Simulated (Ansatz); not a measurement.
The cell was built from the wurtzite type and relaxed in the same program, and has space group P6_3/mmc; it needn't be a known or the stable phase. The relaxation left the symmetry of that type.

Below is the log of a run of Ansatz 0.2.0.

```
Warning: the atoms were moved onto the symmetric positions of the space group found under crystal.symmetry.tolerance 1.0e-5 (fractional; no operation is sought that the atoms, as they stand in a round, miss by more than twice it, and no atom is moved by as much as it), and the run uses the moved positions. Before a round's move an operation carried an atom to 2.07e-5 Å from where it should land, the largest such distance. Atom 0 (counting from 0) moved farthest, by 1.03e-5 Å; the longest move in fractions of the cell, of whichever atom, is 0.19 of the tolerance, in 1 round. To run the atoms as typed, lower crystal.symmetry.tolerance until the operations that they miss are no longer found, or set crystal.symmetry.detect: false (a key that needs symmetry detection or time reversal refuses this as the deck is read). The positions used, in the order of the run's atom list: position: [0.3333333333333333, 0.6666666666666666, -0.062000000000000055]; position: [0.6666666666666666, 0.3333333333333333, 0.438]; position: [0.3333333333333333, 0.6666666666666666, 0.438]; position: [0.6666666666666666, 0.3333333333333333, 0.9380000000000001]; The lattice was moved too: crystal.lattice keeps the space group found at crystal.symmetry.tolerance 1.0e-5 only nearly: the operation that it misses by the most changes a squared length by the fraction 2.54e-11. The run uses the lattice that is a stretch of the typed one, with no rotation, onto the one that keeps every operation to a double's rounding (on a very oblique basis the stretch itself rounds by more); the deck's lattice vector that moved farthest moved by 3.02e-11 Å. To run the lattice as typed, set crystal.symmetry.detect: false, as for the atoms. crystal.lattice made exact, in Å and degrees: [[4.547462689891156, 2.8867582138792954e-11, 0.0], [-2.273731344970578, 3.9382182121932243, 0.0], [0.0, 0.0, 5.3752234355]]. Pasted over the deck's crystal.lattice, beside positions in fractional coordinates, it runs the same cell (given as lengths and angles, that cell in the form's own orientation, a rigid turn of the misfit's size from the one run here, for which a checkpoint.post_process_only pass over this run's state can be refused: where this run relaxes nothing, give such a pass this deck's own crystal.lattice, as typed; behind a relaxation, as crystal.lattice, the state's own cell, identity.cell in its checkpoint.json), and a matrix so pasted ends this notice, except on a very skew basis of the lattice, where the rounding of the pasted numbers themselves can read as a misfit: the cell is then moved again, and that move is told again. The lattice as run is in this notice's lattice.as_run_ang field (Run.prep()["deck_notices"] in Python, the deck_notice line of an events file, deck_notices of ansatz run --dry-run=json, or deck_notices in record.json in the deck's checkpoint.write directory).
K: projections on atomic orbitals take those of the free atom 1s2 2s2 2p6 3s2 3p6 4s1, of charge +0.00 (hamiltonian.pseudopotentials.projection_atoms)
F: projections on atomic orbitals take those of the free atom 1s2 2s2 2p5, of charge +0.00 (hamiltonian.pseudopotentials.projection_atoms)
LAPW: plane waves up to 7.373 Å⁻¹, error target 1.0e-3 eV per atom; small_component_spin mean_spin; F in spheres of 1.288 Å, 7 of its electrons in bands, Dirac shells []; K in spheres of 1.337 Å, 17 of its electrons in bands, Dirac shells []
Engine: ansatz 0.2.0
Pseudopotentials: kind: all_electron
Pseudopotential: K, LAPW, valence charge 17, Koelling and Harmon's equation, gaussian nucleus
Pseudopotential: F, LAPW, valence charge 7, Koelling and Harmon's equation, gaussian nucleus
Functional definition: PBE
  parameter kappa = 0.804
  parameter beta = 0.06672455060314922
  exchange = pbe_x(kappa = kappa, mu = beta*pi^2/3)
  correlation = pbe_c(beta = beta)
Crystal: 4 atoms, lattice volume = 96.264 Å³
Basis set: ecut = 207.09789400254016 eV, 661 PW (Γ), exchange–correlation at level 2
Bands: 29, of which v1, the nominal top of the filled ones, is band 24 counted from 1 (23 counted from 0)
Symmetry: 24 space group operations
Space group: P63/mmc (ITA 194), of the structure as read, at distance tolerance 4.6e-5 Å
k-points: 64 of 726
Non-local potential: K, projectors of the file, none
Non-local potential: F, projectors of the file, none
Initial density: superposition of atomic densities (chi_scale 0.1, normalization cell, long waves kept (reshape's long-wave potential 0.00 eV rms))
Initial wavefunctions: plane waves of lowest kinetic energy (no species holds an atomic orbital)
Functional: x = pbe(κ = 0.804, μ = 0.2195149727645171), c = pbe(β = 0.06672455060314922)
iter 1 solved again at ethr=5.29e-3 eV; its pass at ethr=1.00e-1 eV (dr2=2.54e0 eV) is discarded
SCF iter   1: F=—  HF=-38214.968791 eV  |F-HF|=—  |Δ(HF+E_count)|=         —  Δρ=3.62e-2  dr2=2.54e0  ethr=5.29e-3  ⟨swp⟩=2.0  Hψ=11613  notcnv=0
preconditioner: auto → Resta (q_TF=auto, 2.430 Å⁻¹)  ε∞=2.2  [insulator: Δε(μ)=8.380 eV  Ē_g=19.747 eV  σ=0.030 eV  W_gap=1.00  n_scr=22 (ndim 8)  ℏωp=21.4 eV  f_vac=0.149  D(μ)=0.00/eV (n_scr^D=0)  ε∞_Penn≈2.2]
iter 2 solved again at ethr=5.06e-4 eV; its pass at ethr=5.29e-3 eV (dr2=2.43e-1 eV) is discarded
SCF iter   2: F=—  HF=-38212.386742 eV  |F-HF|=—  |Δ(HF+E_count)|=    2.58e0  Δρ=9.74e-3  dr2=2.43e-1  ethr=5.06e-4  ⟨swp⟩=2.0  Hψ=10438  notcnv=0
SCF iter   3: F=—  HF=-38212.000605 eV  |F-HF|=—  |Δ(HF+E_count)|=   3.86e-1  Δρ=1.29e-2  dr2=3.87e-1  ethr=5.06e-4  ⟨swp⟩=3.0  Hψ=6782  notcnv=0
SCF iter   4: F=—  HF=-38211.970587 eV  |F-HF|=—  |Δ(HF+E_count)|=         —  Δρ=1.83e-3  dr2=5.40e-3  ethr=5.06e-4  ⟨swp⟩=3.0  Hψ=6293  notcnv=0
the basis was enlarged: its passes take 58.5 KiB over the memory plan, 1 of 1 planned eigensolver slots
SCF iter   5: F=—  HF=-38211.973303 eV  |F-HF|=—  |Δ(HF+E_count)|=   2.72e-3  Δρ=1.56e-3  dr2=5.37e-3  ethr=1.12e-5  ⟨swp⟩=3.0  Hψ=6889  notcnv=0  defer=1
SCF iter   6: F=—  HF=-38211.972081 eV  |F-HF|=—  |Δ(HF+E_count)|=   1.22e-3  Δρ=5.57e-4  dr2=6.90e-4  ethr=1.12e-5  ⟨swp⟩=2.9  Hψ=6419  notcnv=0
SCF iter   7: F=—  HF=-38211.971836 eV  |F-HF|=—  |Δ(HF+E_count)|=   2.45e-4  Δρ=3.90e-5  dr2=3.68e-6  ethr=1.44e-6  ⟨swp⟩=3.0  Hψ=6508  notcnv=0
SCF iter   8: F=—  HF=-38211.971912 eV  |F-HF|=—  |Δ(HF+E_count)|=   7.52e-5  Δρ=8.53e-6  dr2=2.03e-7  ethr=7.66e-9  ⟨swp⟩=3.0  Hψ=6608  notcnv=0
SCF iter   9: F=-38211.971912 eV  HF=-38211.971912 eV  |F-HF|=1.36e-9  |Δ(HF+E_count)|=   5.67e-7  Δρ=1.72e-6  dr2=8.42e-9  ethr=4.24e-10  ⟨swp⟩=3.0  Hψ=6392  notcnv=0
SCF 1 converged in 9 iterations: F = -38211.971912 eV  dr2 = 8.42e-9
NSCF: frozen V_eff on 113 k-points
SCF converged after 9 iterations
Free energy (F): -38211.971912 eV
Harris-Foulkes:  -38211.971912 eV  (|F-HF|=1.36e-9)
Internal energy: -38211.971912 eV  (E = F + TS)
E sigma→0 (E₀):  -38211.971912 eV
Fermi energy:    2.903503 eV
--- Per-component energies (eV) ---
  E_band       = -4916.055048
  E_kinetic    = 38432.960291
  E_xc         = -2389.924512
  E_electrostatic = -74255.007691  (all electrons and nuclei)
  E_smearing   = -0.000000  (= −TS)
  E_closure    = 0.000000  (closes the sum)
  E_atoms      = -38195.547735  (free atoms, spherical and without spin; not in F)
  Σ components = -38211.971912   (vs F -38211.971912, Δ=0.00e0)
  Basis errors (estimates in eV, not in F): energy 3.7e-4 per atom: plane waves 3.4e-4 (2.0e-4 summed), levels above the bands 6.5e-118, relativity 5.3e-9, radial functions 3.7e-5, core shells 2.1e-10; eigenvalues (radial functions only) 5.4e-6; not estimated: angular momenta, meshes, grids; target (lapw.basis_error) 1.0e-3; muffin-tin radii F 1.288 Å, K 1.337 Å
--- Forces (eV/Å), atoms counted from 1 ---
  atom   1  K     -0.00000000    -0.00000000     0.00000000
  atom   2  K      0.00000000     0.00000000     0.00000000
  atom   3  F     -0.00000000    -0.00000000     0.00000000
  atom   4  F      0.00000000     0.00000000     0.00000000
  max |Σ_I F_I| component: 3.47e-18 eV/Å
--- Stress (GPa, compression-positive) ---
        0.017729      -0.000000       0.000000
       -0.000000       0.017729       0.000000
        0.000000       0.000000      -0.013504
  P = ⅓ Tr σ = 0.0073 GPa (0.073 kbar)
--- Band table (eV; the first three rows and the last of 64) ---
  k-point 0: bands = ["-343.9204", "-343.9204", "-270.6205", "-270.6205", "-270.6205", "-270.6205", "-270.6173", "-270.6173", "-26.0814", "-25.9906", "-18.4127", "-18.3991", "-9.8101", "-9.6240", "-9.6240", "-9.4673", "-9.4673", "-9.3664", "-0.0524", "-0.0524", "-0.0464", "-0.0464", "0.0475", "0.2285", "5.4701", "9.8820", "10.6050", "10.6050", "10.9765"]
  k-point 1: bands = ["-343.9204", "-343.9204", "-270.6205", "-270.6205", "-270.6205", "-270.6205", "-270.6173", "-270.6173", "-26.0748", "-25.9962", "-18.4176", "-18.4056", "-9.7542", "-9.6132", "-9.6132", "-9.4775", "-9.4775", "-9.3678", "-0.0577", "-0.0577", "-0.0529", "-0.0529", "-0.0233", "0.1165", "5.6802", "9.1302", "10.5996", "10.5996", "11.2433"]
  k-point 2: bands = ["-343.9204", "-343.9204", "-270.6205", "-270.6205", "-270.6205", "-270.6205", "-270.6173", "-270.6173", "-26.0572", "-26.0117", "-18.4265", "-18.4193", "-9.6188", "-9.5840", "-9.5840", "-9.5056", "-9.5056", "-9.3932", "-0.1612", "-0.0981", "-0.0682", "-0.0682", "-0.0660", "-0.0660", "6.2414", "8.0366", "10.7097", "10.7097", "11.3736"]
  k-point 63: bands = ["-343.9204", "-343.9204", "-270.6205", "-270.6205", "-270.6205", "-270.6205", "-270.6173", "-270.6173", "-26.0205", "-26.0205", "-18.4782", "-18.4782", "-9.6223", "-9.6223", "-9.5473", "-9.5473", "-9.3811", "-9.3811", "-0.3531", "-0.3531", "-0.0326", "-0.0326", "0.0708", "0.0708", "8.0761", "8.0761", "10.3564", "10.3564", "11.3771"]
--- Löwdin populations: 4 sites ---
  site symbol       q [e]
     0      K     18.1375
     1      K     18.1375
     2      F      9.7843
     3      F      9.7843
  spilling = 0.002792 (of n_electrons = 56.000000)
```

The cell and starting positions:

```
CELL_PARAMETERS angstrom
4.54746 0.00000 0.00000
-2.27373 3.93822 0.00000
0.00000 0.00000 5.37522
ATOMIC_POSITIONS crystal
K 0.33333 0.66667 0.93800
K 0.66667 0.33333 0.43800
F 0.33333 0.66667 0.43800
F 0.66667 0.33333 0.93800
```

Parts of the input that the log doesn't repeat:

```yaml
  band_path:
    path:
      - [0.0, 0.0, 0.0]
      - [0.5, 0.0, 0.0]
      - [0.3333333333, 0.3333333333, 0.0]
      - [0.0, 0.0, 0.0]
      - [0.0, 0.0, 0.5]
      - [0.5, 0.0, 0.5]
      - [0.3333333333, 0.3333333333, 0.5]
      - [0.0, 0.0, 0.5]
      - [0.5, 0.0, 0.5]
    npoints: 14
output:
  forces: true
  stress: true
  eigenvalues: true
  populations: true
  dos: { projected: true, de: 0.2, e_range: [-14, 8] }
```

Task: Write the input that produced this log.

Result: 
```yaml
crystal:
  lattice:
    - [4.5474626899, 0.0, 0.0]
    - [-2.273731345, 3.9382182122, 0.0]
    - [0.0, 0.0, 5.3752234355]
  atoms:
    - { symbol: K, position: [0.3333333333, 0.6666666667, -0.0619980745] }
    - { symbol: K, position: [0.6666666667, 0.3333333333, 0.4380019255] }
    - { symbol: F, position: [0.3333333333, 0.6666666667, 0.4379980745] }
    - { symbol: F, position: [0.6666666667, 0.3333333333, 0.9379980745] }
kpoints:
  mp_grid: { grid: [11, 11, 6] }
  band_path:
    path:
      - [0.0, 0.0, 0.0]
      - [0.5, 0.0, 0.0]
      - [0.3333333333, 0.3333333333, 0.0]
      - [0.0, 0.0, 0.0]
      - [0.0, 0.0, 0.5]
      - [0.5, 0.0, 0.5]
      - [0.3333333333, 0.3333333333, 0.5]
      - [0.0, 0.0, 0.5]
      - [0.5, 0.0, 0.5]
    npoints: 14
scf:
  occupations: { method: fermi_dirac, width: 0.03 }
hamiltonian:
  xc: pbe
  pseudopotentials: { kind: all_electron, lapw: { basis_error: 0.001 } }
output:
  forces: true
  stress: true
  eigenvalues: true
  populations: true
  dos: { projected: true, de: 0.2, e_range: [-14, 8] }
```
This is the input that was run; digits and keys that the log doesn't show could differ in an equivalent one.
